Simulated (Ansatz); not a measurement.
# How far is PAW off for InSb?

```
In Sb
1.0
     0.00000    3.27149    3.23910
     3.27149    0.00000    3.23910
     3.27149    3.27149    0.00000
In Sb
1 1
Direct
  0.00000 0.00000 0.00000
  0.75000 0.75000 0.75000
```

Atoms are numbered in the order listed.

The conventional cell has a = 4.627 Å, b = 4.627 Å, c = 6.478 Å, α = 90.00°, β = 90.00°, γ = 90.00°. In (atom 1) has 4 Sb at 2.82 Å as nearest neighbours. Sb (atom 2) is surrounded by 4 In at 2.82 Å.

The cell is COD entry 9008853, as deposited and not checked against the literature; nothing was relaxed. The listed cell was then made from it by scaling, straining or moving an atom.

Spin–orbit coupling is left out, though it moves levels of the heavy atoms by tenths of an eV or more.

All numbers are computed: DFT, LDA, PAW with Ansatz's default frozen-core files, scalar-relativistic (Ansatz 0.2.0); DFT, LDA, all-electron PAW with datasets made for the crystal, scalar-relativistic (Ansatz 0.2.0); DFT, LDA, all-electron LAPW, scalar-relativistic (Ansatz 0.2.0).

For PAW: a Γ-centred 10×10×10 k mesh, Fermi–Dirac smearing of 0.03 eV, cutoff 420 eV, no spin polarisation; the PAW files were made with PBE, and the program remakes their frozen cores for this functional. The crystal-made all-electron datasets (AE datasets) take a cutoff of 240 eV at this cell. LAPW targets a basis error of 0.25 meV/atom. The Ansatz runs share mesh, smearing and spin set-up. Plane-wave (PAW) pressures include the program's estimate of the Pulay term.

Stress and pressure are positive in compression.

The change that made this cell: equal xx and yy strain of +1 %.

```csv
quantity,PAW,AE datasets,LAPW
pressure (GPa),-1.42,-1.41,-1.41
stress xx (GPa),-1.52,-1.50,-1.50
stress zz (GPa),-1.23,-1.22,-1.22
```

PAW's pressure differs from the LAPW value by about 0.01 GPa or less. Datasets made for the crystal and LAPW share parts of one code, so their agreement isn't an independent check.
